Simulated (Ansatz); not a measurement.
Rh:

```xyz
1
Lattice="0.0000 1.8979 1.8979 1.8979 0.0000 1.8979 1.8979 1.8979 0.0000" Properties=species:S:1:pos:R:3 pbc="T T T"
Rh    0.0000    0.0000    0.0000
```

Program: Ansatz 0.2.0. Alike in all runs: task projected density of states; potentials or basis Ansatz PAW; no spin polarisation; cell as given; k mesh 7 × 7 × 7; smearing fermi-dirac 0.05 eV; the mesh is coarse, so values aren't converged.

Q: Order these runs on this cell by their pressure, lowest first.
A. level r2SCAN; cutoff (eV) 500
B. level RPBE; cutoff (eV) 420
C. level BLYP; cutoff (eV) 420
D. level PBE; cutoff (eV) 420
E. level HSE06; cutoff (eV) 420

A: E (-5.1 GPa), A (0.0 GPa), D (6.2 GPa), B (10.9 GPa), C (20.6 GPa).

Caveats: all runs use coarse meshes; the PAW data sets come from PBE, with cores solved anew for the run's functional, which leaves a small shift of forces and pressure (some runs); the thresholds are loose for stress (some runs).
